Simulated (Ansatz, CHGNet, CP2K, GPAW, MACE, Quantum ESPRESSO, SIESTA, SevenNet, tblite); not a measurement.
# Codes compared on AlP(100) slab, H on both faces (90 atoms)

Wanted: errors and costs of other methods on AlP(100) slab, H on both faces (90 atoms). A plane-wave run serves as the reference.

Method: Kohn-Sham DFT, PBE, SSSP efficiency 1.3.0 pseudopotentials, plane waves, in Quantum ESPRESSO 7.5.

## 1. The structure

The cell holds 90 atoms: 27 Al, 27 P and 36 H. Its edges and angles: a = 11.589 Å, b = 11.589 Å, c = 18.561 Å, α = 90.0°, β = 90.0°, γ = 90.0°. It derives from AlP (zinc-blende). Zinc-blende AlP (a = 5.463 Å), (100) slab of 6 atomic planes, 3 x 3 surface cells, H on the broken bonds of both faces, 10 Å of vacuum; displaced by a Gaussian of 0.02 Å. Then every atom was moved at random, 0.02 Å r.m.s. a Cartesian component (hydrogen 0.6 of that). Regions: slab, 54 atoms (27 Al and 27 P); hydrogen, 36 atoms (36 H). Vacuum lies along c.

## 2. The reference run

Contents of pw.in:

```
&control
  calculation = 'scf'
  pseudo_dir = './pseudo'
  outdir = './tmp'
  disk_io = 'none'
  tprnfor = .true.
/
&system
  ibrav = 0
  nat = 90
  ntyp = 3
  ecutwfc = 45
  ecutrho = 360
  nosym = .true.
  occupations = 'smearing'
  smearing = 'fd'
  degauss = 0.003675
/
&electrons
  conv_thr = 4.5e-07
  electron_maxstep = 100
  mixing_beta = 0.2
  mixing_mode = 'local-TF'
  diagonalization = 'david'
/
ATOMIC_SPECIES
Al 26.982 Al.upf
P 30.974 P.upf
H 1.008 H.upf
CELL_PARAMETERS angstrom
11.58877 0.00000 0.00000
0.00000 11.58877 0.00000
0.00000 0.00000 18.56080
ATOMIC_POSITIONS crystal
Al 0.26587 0.16953 0.38638
P 0.26553 0.33000 0.31558
Al 0.10177 0.33509 0.53282
P 0.10478 0.16784 0.45968
Al 0.26637 0.16887 0.68003
P 0.26354 0.33229 0.60794
Al 0.26933 0.50219 0.38883
P 0.26646 0.66668 0.31353
Al 0.09905 0.66581 0.53411
P 0.09990 0.50490 0.46137
Al 0.26607 0.50442 0.68403
P 0.27125 0.67058 0.60928
[... 74 atom lines left out ...]
H 0.03260 0.00008 0.27075
H 0.83335 0.99951 0.26917
H 0.04409 0.83568 0.73101
H 0.81991 0.83253 0.72837
K_POINTS gamma
```

Launch:

```sh
$ OMP_NUM_THREADS=1 mpirun -np 4 pw.x -in pw.in > output.txt
```

The log of the run:

```text
Program PWSCF
     gamma-point specific algorithms are used
     one sub-group per band group will be used
     scalapack distributed-memory algorithm (size of sub-group:  2*  2 procs)
     Parallelization info
     sticks:   dense  smooth     PW     G-vecs:    dense   smooth      PW
     Min        3435    1716    429               485104   171520   21427
     Max        3440    1719    432               485106   171526   21436
     Sum       13753    6869   1725              1940419   686089   85735
     bravais-lattice index     =            0
     lattice parameter (alat)  =      21.8996  a.u.
     unit-cell volume          =   16821.6262 (a.u.)^3
     number of atoms/cell      =           90
     number of atomic types    =            3
     number of electrons       =       252.00
[... lines left out ...]
     scf convergence threshold =      4.5E-07
[... lines left out ...]
     number of k points=     1  Fermi-Dirac smearing, width (Ry)=  0.0037
[... lines left out ...]
     total energy              =   -1489.28565532 Ry
[... lines left out ...]
     total energy              =   -1487.36172097 Ry
[... lines left out ...]
     total energy              =   -1488.02273011 Ry
[... lines left out ...]
     total energy              =   -1488.03328115 Ry
[... lines left out ...]
     total energy              =   -1488.03328104 Ry
     estimated scf accuracy    <       0.00000171 Ry
     iteration # 28     ecut=    45.00 Ry     beta= 0.20
     negative rho (up, down):  5.816E-05 0.000E+00
     End of self-consistent calculation
          k = 0.0000 0.0000 0.0000 ( 42868 PWs)   bands (ev):
   -13.0493 -12.7475 -12.6202 -12.4822 -12.4177 -12.2004 -12.1079 -12.0328
   -12.0093 -11.2615 -10.7435 -10.7011 -10.6559 -10.6401 -10.1867 -10.1447
   -10.1049 -10.0958  -9.9918  -9.7521  -9.6702  -9.6298  -9.5786  -9.3185
[...]
1.8780   1.8916   1.9294   1.9484   1.9755   2.0167   2.0422   2.0748
     2.1804   2.1951   2.3258   2.3780   2.3833   2.4019   2.4166   2.6386
     2.6509   2.6781   2.9501   2.9601   2.9923   3.0021   3.0190
     the Fermi energy is     1.7373 ev
!    total energy              =   -1488.03328100 Ry
     estimated scf accuracy    <       0.00000008 Ry
     smearing contrib. (-TS)   =      -0.02187256 Ry
     internal energy E=F+TS    =   -1488.01140844 Ry
     The total energy is F=E-TS. E is the sum of the following terms:
     one-electron contribution =   -2241.40615969 Ry
     hartree contribution      =    1185.37884609 Ry
     xc contribution           =    -213.59869481 Ry
     ewald contribution        =     718.24992997 Ry
     one-center paw contrib.   =    -936.63533000 Ry
     convergence has been achieved in  28 iterations
     negative rho (up, down):  5.816E-05 0.000E+00
     Forces acting on atoms (cartesian axes, Ry/au):
     atom    1 type  1   force =     0.01180312   -0.02578241    0.02136942
     atom    2 type  2   force =    -0.00387311    0.03829035   -0.01127187
     atom    3 type  1   force =    -0.01472533   -0.00215740    0.01983981
[...]
atom   89 type  3   force =     0.00350397   -0.00121478    0.01534374
     atom   90 type  3   force =    -0.00865447   -0.00107905    0.02304746
     Total force =     0.328861     Total SCF correction =     0.000345
     Message from routine punch:
     Nothing written, as per user request (disk_io='none')
```

Run time: 5 min. Hardware: 4 MPI ranks of Arm Neoverse V2, shared host; peak memory 5.2 GiB; 20 min of CPU time.

Banners, paths, timers and routine set-up lines are dropped from the logs unmarked, and long logs keep their key lines alone; longer cuts are marked.

Numbers from this run:

```
r.m.s. force component : 0.5146 eV/Å
longest force          : 2.247 eV/Å
```

## 3. Local order

Normalised to the volume that the atoms fill. g(r), total and by pair (bins of 0.2 Å):

```
r (Å)  total   H-H  H-Al   H-P  Al-Al   Al-P    P-P
 1.20   0.53  3.28  0.00  0.00   0.00   0.00   0.00
 1.40   1.50  1.50  0.00  5.23   0.00   0.00   0.00
 1.60   1.55  3.30  4.28  0.00   0.00   0.00   0.00
 1.80   0.00  0.00  0.00  0.00   0.00   0.00   0.00
 2.00   0.00  0.00  0.00  0.00   0.00   0.00   0.00
 2.20   0.16  0.17  0.00  0.00   0.00   0.76   0.00
 2.40   2.32  1.29  0.00  0.00   0.00  11.72   0.00
 2.60   0.29  1.19  0.41  0.00   0.00   0.00   0.00
 2.80   0.56  0.00  1.01  1.33   0.00   0.00   0.00
 3.00   0.04  0.00  0.19  0.00   0.00   0.00   0.00
 3.20   0.89  0.00  1.94  1.78   0.00   0.00   0.00
 3.40   0.05  0.00  0.00  0.21   0.00   0.00   0.00
 3.60   0.00  0.00  0.00  0.00   0.00   0.00   0.00
 3.80   2.68  3.72  0.00  0.19  11.75   0.00  10.93
 4.00   1.30  1.36  1.43  1.69   1.42   0.00   2.22
 4.20   1.18  1.01  2.31  1.94   0.00   0.00   0.00
 4.40   0.36  0.31  0.00  0.00   0.00   1.75   0.00
 4.60   1.52  1.21  0.16  0.03   0.00   7.12   0.00
 4.80   0.40  0.00  0.78  0.89   0.00   0.00   0.00
 5.00   0.35  0.03  0.42  1.01   0.00   0.00   0.00
 5.20   0.46  0.26  1.13  0.62   0.00   0.00   0.00
 5.40   0.82  2.16  0.02  0.00   2.68   0.00   2.58
 5.60   0.16  0.23  0.00  0.00   0.61   0.00   0.71
 5.80   0.32  0.00  0.93  0.07   0.00   0.45   0.00
 6.00   0.96  0.00  0.22  0.84   0.00   3.91   0.00
 6.20   0.38  0.21  0.85  0.60   0.00   0.00   0.00
 6.40   0.78  0.57  1.12  1.75   0.00   0.00   0.00
 6.60   0.92  0.34  0.45  0.37   3.79   0.00   3.65
```

Bonds by pair of elements; cutoffs follow the first minimum of g(r), held within bounds set by covalent radii, and pairs that aren't listed don't count as bonded (cutoffs were set anew for this text, so counts can differ from the run's own analysis):

```csv
pair A-B,cutoff (Å),bonds,mean length (Å),spread (Å),shortest (Å),B about A,A about B
H-Al,2.02,18,1.57,0.034,1.52,0.5,0.667
H-P,1.73,18,1.42,0.028,1.37,0.5,0.667
Al-P,2.83,90,2.37,0.042,2.26,3.33,3.33
```

How many atoms have how many bonded neighbours:

| element | mean | 1 | 4 |
| --- | --- | --- | --- |
| Al | 4 | 0 | 27 |
| H | 1 | 36 | 0 |
| P | 4 | 0 | 27 |

## 4. The ladder

The programs:
- CP2K 2026.2: Gaussian basis with GTH pseudopotentials and a plane-wave density; labels give functional, basis (MOLOPT sets; SR short-range, UZH the newer set with its own potentials), grid cutoff/relative cutoff and solver (OT: orbital transformation; TRS4, TC2, SIGN: linear-scaling purification with its sparsity filter), or its built-in tight binding.
- GPAW 26.7.0: PAW with atomic orbitals (LCAO), plane waves or a real-space grid of spacing h.
- MACE: machine-learned potential, published weights.
- Quantum ESPRESSO 7.5: plane waves; labels (QE) give functional, pseudopotential set and cutoffs of waves/density.
- SIESTA 5.4.2: numerical atomic orbitals, whose automatically made sets are far from complete, with PseudoDojo norm-conserving potentials that we converted to its format (checked against plane waves on the same files for H, C, O, Si, Ge and Ca alone); labels give functional, basis size, energy shift and mesh cutoff.
- SevenNet: machine-learned potential, published weights.
- tblite 0.8.0: extended tight binding, driven from Python.

All use the same cell and atoms; the electronic-structure runs use the same k-mesh, and an electronic temperature of 580 K (0.05 eV) where levels are smeared.

Differences are against the plane-wave reference, forces as r.m.s. over components; share is that over the reference's r.m.s. force, slope the least-squares factor from reference forces to these. Total energies of different programs have different zeros and aren't compared.

| run | Δ force, r.m.s. (meV/Å) | share (%) | slope | cores | CPU time | memory (GiB) |
| --- | --- | --- | --- | --- | --- | --- |
| reference | - | - | - | 4 | 20 min | 5.2 |
| CP2K LDA, DZVP-MOLOPT-SR, 450/50 Ry, diagonalisation | 69.1 | 13.4 | 1.009 | 2 | 4.2 min | 3.5 |
| CP2K PBE, DZVP-MOLOPT-SR, 315/50 Ry, diagonalisation (coarse) | 83.6 | 16.2 | 1.006 | 2 | 4.9 min | 2.3 |
| CP2K PBE, DZVP-MOLOPT-SR, 450/30 Ry, diagonalisation (coarse) | 83.5 | 16.2 | 1.006 | 2 | 5 min | 3.7 |
| CP2K PBE, DZVP-MOLOPT-SR, 450/50 Ry, diagonalisation | 83.6 | 16.2 | 1.006 | 2 | 6.1 min | 3.7 |
| CP2K PBE, DZVP-MOLOPT-SR, 630/50 Ry, diagonalisation | 83.6 | 16.2 | 1.006 | 2 | 8.7 min | 6.2 |
| CP2K PBE, DZVP-UZH, 450/50 Ry, diagonalisation | 58.8 | 11.4 | 0.990 | 2 | 8.1 min | 3.7 |
| CP2K PBE, SZV-MOLOPT-SR, 450/50 Ry, diagonalisation (coarse) | 349 | 67.8 | 1.129 | 1 | 4.3 min | 3.5 |
| CP2K PBE, TZVP-MOLOPT (SR for Al), 450/50 Ry, diagonalisation | 32.9 | 6.40 | 0.995 | 4 | 18 min | 5.0 |
| GPAW PBE, LCAO dzp, h 0.2 Å | 109 | 21.1 | 1.079 | 1 | 3 min | 1.5 |
| GPAW PBE, LCAO dzp, h 0.2 Å, other mixer settings | 110 | 21.3 | 1.080 | 2 | 8.2 min | 1.6 |
| GPAW PBE, LCAO dzp, h 0.25 Å (coarse) | 166 | 32.2 | 1.070 | 1 | 2.1 min | 1 |
| GPAW PBE, LCAO sz(dzp), h 0.2 Å (coarse) | 871 | 169 | 1.485 | 1 | 78 s | 1.2 |
| GPAW PBE, grid h 0.2 Å | 9.47 | 1.84 | 1.006 | 4 | 11 min | 2.9 |
| MACE MP-0b3 medium potential | 284 | 55.2 | 0.750 | 1 | 6.9 s | 0.88 |
| QE PBE, sg15-1.2, 60/240 Ry (coarse) | 12.1 | 2.34 | 0.993 | 4 | 19 min | 2.7 |
| QE PBE, sssp-1.3.0-efficiency, 20/160 Ry (coarse) | 47.9 | 9.31 | 1.031 | 2 | 8 min | 1.5 |
| SIESTA PBE, DZP, shift 0.01 Ry, mesh 100 Ry (coarse) | 122 | 23.7 | 1.088 | 1 | 2.3 min | 0.5 |
| SIESTA PBE, DZP, shift 0.01 Ry, mesh 300 Ry | 122 | 23.6 | 1.090 | 1 | 8.9 min | 1.5 |
| SIESTA PBE, TZP, shift 0.01 Ry, mesh 300 Ry | 111 | 21.5 | 1.085 | 2 | 13 min | 2.0 |
| SevenNet l3i5 potential | 288 | 56.0 | 0.766 | 1 | 8.4 s | 1.2 |
| tblite GFN1-xTB | 657 | 128 | 0.896 | 1 | 3.9 s | 0.15 |

Rows marked coarse were listed beforehand as settings not expected to be converged; some can still land near the reference.

Times of the machine-learned potentials are mostly Python's start and the loading of weights.

CPU time is summed over cores on a shared host, where runs went side by side, so it is rough. Symmetry, cutoffs, thresholds, outputs and thread counts weren't matched or tuned between programs; memory under MPI is the largest rank's times the ranks.

Runs without a result: CP2K GFN1-xTB, diagonalisation (not converged, the SCF not settling); SIESTA PBE, SZ, shift 0.01 Ry, mesh 300 Ry (cut off at its time limit of 2.5 min); SIESTA PBE, DZP, shift 0.001 Ry, mesh 300 Ry (cut off at its time limit of 7.7 min); CP2K PBE+rVV10L, DZVP-MOLOPT-SR, 450/50 Ry, diagonalisation (cut off at its time limit of 8 min).

Mean charges by element (e), by run and scheme:

| run | scheme | Al | P | H |
| --- | --- | --- | --- | --- |
| CP2K LDA, DZVP-MOLOPT-SR, 450/50 Ry, diagonalisation | Mulliken | +0.28 | -0.36 | +0.06 |
| CP2K LDA, DZVP-MOLOPT-SR, 450/50 Ry, diagonalisation | Hirshfeld | +0.18 | -0.12 | -0.04 |
| CP2K PBE, DZVP-MOLOPT-SR, 315/50 Ry, diagonalisation | Mulliken | +0.37 | -0.40 | +0.02 |
| CP2K PBE, DZVP-MOLOPT-SR, 315/50 Ry, diagonalisation | Hirshfeld | +0.20 | -0.13 | -0.05 |
| CP2K PBE, DZVP-MOLOPT-SR, 450/50 Ry, diagonalisation | Mulliken | +0.37 | -0.40 | +0.02 |
| CP2K PBE, DZVP-MOLOPT-SR, 450/50 Ry, diagonalisation | Hirshfeld | +0.20 | -0.13 | -0.05 |
| CP2K PBE, DZVP-MOLOPT-SR, 630/50 Ry, diagonalisation | Mulliken | +0.37 | -0.40 | +0.02 |
| CP2K PBE, DZVP-MOLOPT-SR, 630/50 Ry, diagonalisation | Hirshfeld | +0.20 | -0.13 | -0.05 |
| CP2K PBE, DZVP-UZH, 450/50 Ry, diagonalisation | Mulliken | +0.42 | -0.32 | -0.07 |
| CP2K PBE, DZVP-UZH, 450/50 Ry, diagonalisation | Hirshfeld | +0.20 | -0.13 | -0.05 |
| CP2K PBE, TZVP-MOLOPT (SR for Al), 450/50 Ry, diagonalisation | Mulliken | +0.33 | -0.26 | -0.05 |
| CP2K PBE, TZVP-MOLOPT (SR for Al), 450/50 Ry, diagonalisation | Hirshfeld | +0.20 | -0.13 | -0.05 |
| SIESTA PBE, DZP, shift 0.01 Ry, mesh 300 Ry | Hirshfeld | +0.15 | -0.08 | -0.05 |
| SIESTA PBE, TZP, shift 0.01 Ry, mesh 300 Ry | Hirshfeld | +0.16 | -0.09 | -0.05 |
| tblite GFN1-xTB | Mulliken | +0.16 | -0.13 | -0.02 |

Within one program, basis, potentials and functional, energies share a zero. Each run against its twin at the usual cutoff or grid and solver:

```csv
run,twin,Δ energy (meV/atom),"Δ force, r.m.s. (meV/Å)",CPU time over the twin's
"CP2K PBE, DZVP-MOLOPT-SR, 315/50 Ry, diagonalisation","DZVP-MOLOPT-SR, 450/50 Ry, diagonalisation",-6.0e-4,0.24,0.79
"CP2K PBE, DZVP-MOLOPT-SR, 450/30 Ry, diagonalisation","DZVP-MOLOPT-SR, 450/50 Ry, diagonalisation",4.0e-4,0.114,0.82
"CP2K PBE, DZVP-MOLOPT-SR, 630/50 Ry, diagonalisation","DZVP-MOLOPT-SR, 450/50 Ry, diagonalisation",3.0e-4,0.017,1.4
"GPAW PBE, LCAO dzp, h 0.2 Å, other mixer settings","LCAO dzp, h 0.2 Å",6.0e-4,3.02,2.7 (this twin ran on 1 cores)
"GPAW PBE, LCAO dzp, h 0.25 Å","LCAO dzp, h 0.2 Å",23.1,104,0.69
"QE PBE, sssp-1.3.0-efficiency, 20/160 Ry","sssp-1.3.0-efficiency, 45/360 Ry",57.2,47.9,0.4 (this twin ran on 4 cores)
"SIESTA PBE, DZP, shift 0.01 Ry, mesh 100 Ry","DZP, shift 0.01 Ry, mesh 300 Ry",0.338,7.22,0.26
```

## 5. Outcome

```json
{"reference r.m.s. force component": "0.515 eV/Å", "nearest in forces": "GPAW PBE, grid h 0.2 Å, 1.8 %", "farthest in forces": "GPAW PBE, LCAO sz(dzp), h 0.2 Å (coarse), 169 %", "cheapest electronic-structure run beside the reference": "tblite GFN1-xTB, 3.9 s of CPU time"}
```

**Reading.** PBE on plane waves or a grid with other potentials, cutoffs or grids, coarse settings apart, differs from the reference by 1.8 % (GPAW PBE, grid h 0.2 Å) of the r.m.s. force; this holds the reference's own error, so differences of a few per cent don't tell which side is nearer the exact PBE result. The PBE runs in local orbitals, coarse settings apart, differ by 6.4 % (CP2K PBE, TZVP-MOLOPT (SR for Al), 450/50 Ry, diagonalisation) to 24 % (SIESTA PBE, DZP, shift 0.01 Ry, mesh 300 Ry); basis, grid and potentials can all enter. Tight binding differs by 128 % (tblite GFN1-xTB); it is another model, with fitted parameters of its own, and the xTB methods hold dispersion. Machine-learned potentials differ by 55 % (MACE MP-0b3 medium potential) to 56 % (SevenNet l3i5 potential); they were trained on other programs' data. The reference samples few k-points for this cell, and its sampling error, which other DFT runs on the same mesh share, can be part of so large a difference. Among those trained on PBE data the slope goes as low as 0.75, with a correlation of 0.84, so directions differ as well as sizes. Rows with another functional or a dispersion term differ by 13 % (CP2K LDA, DZVP-MOLOPT-SR, 450/50 Ry, diagonalisation), which mixes the change of model with differences of basis and potentials. Runs with settings chosen to be coarse differ by 2.3 % (QE PBE, sg15-1.2, 60/240 Ry) to 169 % (GPAW PBE, LCAO sz(dzp), h 0.2 Å), their programs' other errors included. Of the electronic-structure runs that take under half the reference's CPU time, QE PBE, sssp-1.3.0-efficiency, 20/160 Ry comes nearest, at 9.3 % in 8 min against 20 min. Charges hang on model, scheme and program or settings: among these rows the mean for P runs from -0.40 to -0.08 e. In the reference: levels near the Fermi energy are neither full nor empty under the smearing, so no gap is quoted. In the reference: for some of the pairs, g(r) has its first main peak near 1.57 Å (H-Al), 1.42 Å (H-P), 3.86 Å (Al-Al), 2.37 Å (Al-P) and 3.86 Å (P-P). Periodic xTB results under one method name differ between programs and library versions. The potentials hold different valence shells: 252 electrons in the reference, 468 in Quantum ESPRESSO with SG15; this bears on time and differences. Machine-learned potentials mimic data converged in k, so the reference's own k-point error enters their differences. Caps of real hydrogen don't mimic the fractional bonds of a polar compound, so surface states and strained caps may belong to the model. The electronic-structure runs sample only Γ, in a cell whose shortest periodic width is 12 Å, which is coarse for a cell with partly filled levels.

[Also dropped from logs without a mark: logging warnings of Python, and SIESTA's first energy breakdown and zero terms.]

[Logs are printed without paths, hosts, clocks, repeated set-up lines and the standing remarks that a program may print on its own settings, such as how far it seeks lower states.]

[Hosts, paths, dates, database ids (printed as entryN), source tags and the programs' standing remarks are cut or masked in the printed files.]
